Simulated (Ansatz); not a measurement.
Crystal: NbP.

```
Nb P
1.0
    -1.67492    1.67492    5.74011
     1.67492   -1.67492    5.74011
     1.67492    1.67492   -5.74011
Nb P
2 2
Direct
  0.24988 0.74988 0.50000
  0.49988 0.49988 0.00000
  0.83275 0.33275 0.50000
  0.08275 0.08275 0.00000
```

The cell is a database's computed one.

Base run:

* Program: Ansatz 0.2.0
* Functional: LDA
* Potentials or basis: Ansatz PAW
* Cutoff: 420 eV (not typed: the program's choice for these potentials)
* k mesh: 11 × 11 × 11
* Occupations: fermi-dirac, width 0.05 eV
* Spin: no spin polarisation

Its results: pressure -9.4 GPa; largest force 0.015 eV/Å.

Question: The run is repeated on the same cell with these changes: hubbard terms from none to Nb d U = 6 eV; hubbard projectors from none to ortho-atomic (the default). What comes out?

Answer: Pressure -6.0 GPa; largest force 0.080 eV/Å.

Caveats: the PAW data sets come from PBE, with cores solved anew for the run's functional, which leaves a small shift of forces and pressure; U without spin polarisation on a metal has little footing (some runs); the U is typed as a test and isn't derived for this compound (some runs).
